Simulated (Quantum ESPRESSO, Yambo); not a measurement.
# As (buckled honeycomb monolayer): G0W0 on several meshes in Yambo, part 2 of 2

How does the mesh move the gap of As (buckled honeycomb monolayer)?

Quantum ESPRESSO 7.5 and Yambo 5.3.0; PBE and many-body steps on it, plane waves. Known limits of the many-body steps: not at the basis limit; exchange with frozen shells missing; no spin-orbit coupling.

So far. Step 4 (6×6×1): The gap on the mesh goes from 1.64 eV to 2.85 eV, a correction of +1.21 eV. Step 5 (Empty states on the mesh, 3×3×1 mesh, 112 bands): On this mesh the gap is 1.638 eV.

## Step 6: Conversion and set-up

This step: Yambo 5.3.0; conversion and set-up on PBE, plane waves, norm-conserving pseudopotentials.

On the command line:

```bash
> (cd o/x.save; p2y > p2y.log; mv SAVE ../..); yambo > setup.log
```

Log:

```text
 Yambo, version 5.3.0

 [02] CORE Variables Setup
 =========================

  [02.01] Unit cells
  ==================

  Cell kind             :  HCP
  Atoms in the cell     :  As
  number of As atoms    :  2

  List of atomic masses
  Mass of As    :  74.92200

  List of atomic coordinates    : [cc]
  As1       : -0.40422E-09   3.9402       11.915      order 1
  As2       :   3.41227   1.97008  14.54165  order 2

  Alat factors          :   6.82454   5.91023  26.45617 [a.u.]
  Direct lattice volume :   1067.10    [a.u.]
  Direct lattice vectors:  A[ 1 ]  A[ 2 ]  A[ 3 ]
[...]
0.000000  0.000000  0.000000  0.000000  0.000000  0.000000  0.000000  0.000000

 [03] Transferred momenta grid and indexing
 ==========================================

 IBZ Q-points                                      :  3
 BZ  Q-points                                      :   9

 K/Q-points units:
 rlu = crystal or reduced units; cc = cartesian coordinates; iku = interal k-units

 Q [1]          [rlu]:  0.000000  0.000000  0.000000
 Q [2]          [rlu]:  0.21736E-16  0.33333       0.0000
 Q [3]          [rlu]:  0.333333  0.333333  0.000000

  [03.01] X indexes
  =================

   [03.01.01] Sigma indexes
   ========================

 [06] Game Over & Game summary
```

Elapsed: 2.1 s, on 1 MPI rank of Arm Neoverse V1, shared host; peak memory 0.24 GiB.

## Step 7: 3×3×1

This step: G0W0 on PBE, plane waves, norm-conserving pseudopotentials.

Input file gw11.in:

```
HF_and_locXC
gw0
dyson
ppa
em1d
rim_cut
rim_w
RandQpts= 3000000
RandGvec= 100 RL
CUTGeo= "slab z"
RandGvecW= 9 RL
EXXRLvcs= 76 Ry
VXCRLvcs= 304 Ry
Chimod= "HARTREE"
% BndsRnXp
 1 | 112 |
%
NGsBlkXp= 9.5 Ry
% LongDrXp
 1 | 1 | 0 |
%
% GbndRnge
 1 | 112 |
%
DysSolver= "n"
ExtendOut
PPAPntXp= 27.21138 eV
% QPkrange
 1 | 1 | 14 | 17 |
 2 | 2 | 14 | 17 |
%
```

On the command line:

```bash
> OMP_NUM_THREADS=1 mpirun -n 4 yambo -F gw11.in -J gw11 -C gw11 > gw11.log
```

Log:

```text
 Yambo, version 5.3.0

 [02] CORE Variables Setup
 =========================

  [... cell, symmetries and grids as in the set-up ...]

  [02.05] Energies & Occupations
  ==============================

  [X] === General ===
  [X] Electronic Temperature                        :  0.000000  0.000000 [eV K]
  [X] Bosonic    Temperature                        :  0.000000  0.000000 [eV K]
  [X] Finite Temperature mode                       : no
  [X] El. density                                   :  0.18972E+24 [cm-3]
  [X] Fermi Level                                   : -1.190779 [eV]

  [X] === Gaps and Widths ===
  [X] Conduction Band Min                           :  1.637909 [eV]
  [X] Valence Band Max                              :  0.000000 [eV]
  [X] Filled Bands                                  :  15
  [X] Empty Bands                                   :   16  112
  [X] Direct Gap                                    :  1.935692 [eV]
  [X] Direct Gap localized at k                     :  1
  [X] Indirect Gap                                  :  1.637909 [eV]
  [X] Indirect Gap between kpts                     :  1  2
  [X] Last valence band width                       :  1.955912 [eV]
  [X] 1st conduction band width                     :  0.397943 [eV]

 [03] Transferred momenta grid and indexing
 ==========================================

 IBZ Q-points                                      :  3
 BZ  Q-points                                      :   9

 K/Q-points units:
 rlu = crystal or reduced units; cc = cartesian coordinates; iku = interal k-units

 Q [1]          [rlu]:  0.000000  0.000000  0.000000
 Q [2]          [rlu]:  0.21736E-16  0.33333       0.0000
 Q [3]          [rlu]:  0.333333  0.333333  0.000000

 [04] Coloumb potential Random Integration (RIM)
[...]
G-vectors :   9
  G-vectors loaded:   61
  Number of interpolated frequencies:  2

  Evaluating coefficients q = 0
  Evaluating coefficients q = 0

  [09.02] RIM-W integrals
  =======================

  8 x (sBL volume)        :  0.206625 [a.u.]
  sBZ random points       :  3000000
  Points outside the sBZ  :  24000829
  RL volume               :  0.232453 [a.u.]
  Integrated volume       :  0.232445 [a.u.]

  [09.03] RIM integrals
  =====================

  Comparison between head Wc = W - v averages: < Wc > [au] RIM-W/RIM

   < -Wc [Q = 1] > 0.771564E-1 0.153804E-3 * < -Wc [Q = 2] > 0.004641 0.004247
   < -Wc [Q = 3] > 0.926135E-3 0.889222E-3

  Comparison between head Wc = W - v averages: < Wc > [au] RIM-W/RIM

   < -Wc [G = 1,G`=0] > 0.771564E-1 0.153804E-3 * < -Wc [G = 2,G`=0] >-0.005942 0.000000
   < -Wc [G = 3,G`=0] >-0.005944 0.000000 * < -Wc [G = 4,G`=0] > 0.511889E-3  0.00000
   < -Wc [G = 5,G`=0] > 0.512434E-3  0.00000 * < -Wc [G = 6,G`=0] > 0.590248E-4  0.00000
   < -Wc [G = 7,G`=0] > 0.587400E-4  0.00000 * < -Wc [G = 8,G`=0] >-0.778861E-4  0.00000
   < -Wc [G = 9,G`=0] >-0.778605E-4  0.00000

 [10] G0W0 (W PPA)
 =================

 [  GW  ] Bands range     :    1  112
 [GW/PPA] G damping       :  0.100000 [eV]

 QP @ state[ 1 ] K range:  1  2
 QP @ state[ 1 ] b range:  14  17

  Sc/G bands                                       :    1  112
  Sc/G damping                                     :  0.100000 ev
  Sc bands terminator                              : no
  Sx RL components                                 :  12073

  QP @ state[ 1 ] K range                          :  1  2
  QP @ state[ 1 ] b range                          :  14  17
  GF energies kind                                 : Perdew, Burke & Ernzerhof(X)+Perdew, Burke & Ernzerhof(C)
  GF WF`s kind                                     : Perdew, Burke & Ernzerhof(X)+Perdew, Burke & Ernzerhof(C)
  Xs energies kind                                 : Perdew, Burke & Ernzerhof(X)+Perdew, Burke & Ernzerhof(C)
  Xs WF`s kind                                     : Perdew, Burke & Ernzerhof(X)+Perdew, Burke & Ernzerhof(C)

 [14] Game Over & Game summary
```

The job ended after 64 s (4 MPI ranks; peak memory 1.9 GiB).

This step gave:

| Quantity | Value |
| --- | --- |
| G0W0 gap on the points computed | 2.589 eV |
| starting gap on the mesh | 1.638 eV |
| k of the valence top | 0, 0, 0 |
| k of the conduction bottom | 0, 0.3333, 0 |
| least direct G0W0 gap on the computed points | 2.981 eV |
| Z at the valence top | 0.6528 |
| Z at the conduction bottom | 0.6555 |

Against G0W0 in Yambo (6×6×1 mesh, 112 bands, screening to 129.3 eV, Godby-Needs plasmon pole), the gap moves by −0.261 eV.

## Step 8: Side by side

Times are wall times on 4 MPI ranks of Arm Neoverse V1, shared host. The host was busy with other work, so they are no guide to cost.

| run | mesh | bands | screening cutoff (eV) | DFT gap (eV) | gap on the mesh (eV) | direct (eV) | time |
| --- | --- | --- | --- | --- | --- | --- | --- |
| 6×6×1 | 6×6×1 | 112 | 129.3 | 1.638 | 2.850 | 3.236 | 4.6 min |
| 3×3×1 | 3×3×1 | 112 | 129.3 | 1.638 | 2.589 | 2.981 | 64 s |

## Step 9: Outcome

```
6×6×1        : 2.850 eV
3×3×1        : 2.589 eV
known limits : not at the basis limit; exchange with frozen shells missing; no spin-orbit coupling
```

What this shows: 3×3×1: −0.261 eV against 6×6×1. Bands and cutoff are finite, so the gap is not at the basis limit. The miss can reach some tenths of an eV and take either sign; the mesh is an error of its own. In the G0W0 runs levels were corrected at 2 k points alone, so a gap called «on the mesh» is the least over those, and an edge elsewhere would be missed. Mesh or cutoff lie under what a gap needs, so these runs test behaviour and cost; their gaps are not to be quoted. The norm-conserving file of at least one element keeps a d shell over frozen s and p shells of the same row. Exchange with those shells is missing from the self-energy, an error of 0.3 to 0.9 eV in cases checked, whose sign depends on which edge lies on those atoms. The many-body steps are scalar-relativistic: spin-orbit coupling is not in them.

[Paths, hosts, dates, memory and timing lines, banners, echoed tables and standing remarks are left out of the program output.]

[Logs are printed without paths, hosts, clocks, repeated set-up lines and the standing remarks that a program may print on its own settings, such as how far it seeks lower states.]

[Runs of the session that timed out or met a known fault of the program may be left out.]

[Hosts, paths, dates, database ids (printed as entryN), source tags and the programs' standing remarks are cut or masked in the printed files.]
